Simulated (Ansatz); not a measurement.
Task: a series of slab calculations of MoS₂, space group R-3m, with Ansatz 0.2.0 through its Python package. Give the script and its output. Use (first run): r2SCAN, PAW, cutoff 500 eV, 6×6×1 k-points, Fermi-Dirac smearing of 0.1 eV.

The script reads `mos2.vasp`:
```text
MoS2
1.0
   1.58550000    0.91538885    6.11499667
  -1.58550000    0.91538885    6.11499667
   0.00000000   -1.83077770    6.11499667
Mo S
1 2
Direct
   0.00000000    0.00000000    0.00000000
   0.75000000    0.75000000    0.75000000
   0.25000000    0.25000000    0.25000000
```

The script, `layers_mos2.py`:
```python
"""Surface of MoS2 against the number of layers."""

import warnings

import ansatz as az
from ase.build import surface
from ase.io import read
import numpy as np
from tabulate import tabulate


def main() -> None:
    warnings.simplefilter("ignore", az.DeckWarning)

    atoms = read("mos2.vasp", format="vasp")
    # Miller indices count the vectors of the cell as typed
    rows = []
    for value in [1, 2, 3, 4]:
        slab = surface(atoms, (1, 1, 1), value, vacuum=6.0)
        slab.pbc = True
        job = (
            az.Crystal.from_ase(slab).calculation()
            .functional("r2scan")
            .basis(500, xc_grid=1)
            .accuracy("low")
            .occupations("fermi_dirac", width=0.1)
            .mixing("broyden", ndim=6, beta=0.2)
            .kpoints(6, 6, 1)
            .electric_field(axis=3, dipole_correction=True)
        )
        r = job.run(threads=1).report
        face = r["work_function"]
        rows.append((value, len(slab), r["free_energy_ev"], face["dipole_moment_e_ang"], face.get("phi_plus_ev"), face.get("phi_minus_ev")))

    print(tabulate(rows, headers=["layers", "atoms", "F (eV)", "dipole (e A)", "phi upper (eV)", "phi lower (eV)"], floatfmt=".4f", missingval="-"))
    # the slope is the bulk energy, the intercept twice the surface energy
    slope, intercept = np.polyfit([row[1] for row in rows[1:]], [row[2] for row in rows[1:]], 1)
    area = np.linalg.norm(np.cross(slab.cell[0], slab.cell[1]))
    print(f"bulk {slope:.4f} eV/atom, mean surface energy {intercept / (2 * area) * 16.02177:.3f} J/m^2")


if __name__ == "__main__":
    main()
```

Running `python layers_mos2.py` prints:
```text
RunWarning: efield: at this solve's end the planar-averaged density reaches 6.97e-5 e/Å³ inside the ramp window [0.8897, 0.1103] (bound 1e-5 e/Å³); the window's nearer edge stands 4.17 Å from this [...]
  layers    atoms       F (eV)    dipole (e A)    phi upper (eV)    phi lower (eV)
--------  -------  -----------  --------------  ----------------  ----------------
       1        3   -6776.5467         -0.1441            7.3236            4.3277
       2        6  -13557.8408         -0.1482            7.3233            4.2412
       3        9  -20339.1151         -0.1487            7.3192            4.2274
       4       12  -27120.3905         -0.1489            7.3201            4.2200
bulk -2260.4250 eV/atom, mean surface energy 4.332 J/m^2
```
(Warnings from the package without file and line, shortened, repeats left out.)

Reading the output:
- The settings weren't tested for convergence.
- No spin polarisation was allowed.
- The density doesn't vanish in the vacuum (a short gap or a low cutoff), which blurs the vacuum level.
- Of the deposited cell: the entry's cell lengths or inner coordinates differ somewhat from later room-temperature determinations.
- xc_grid=1 is under the default for a meta-GGA and makes forces and stresses depend on the grid.
- The structure is a deposited one; some such entries were measured under pressure or heat, so a shift against it needn't be the functional's error alone.
- The slabs are thin, unrelaxed cuts of the structure as given, on a modest mesh, so the surface energy isn't converged; Miller indices refer to the cell as typed, and unlike faces give only a mean.
- The script silences the warnings on its input, which a real study should read.
- Timing: 30 s on 1 thread of Intel(R) Xeon(R) 6975P-C (Granite Rapids) (shared host), peak memory 0.73 GiB.

(Lines on the test bed's own set-up are left out of the output.)
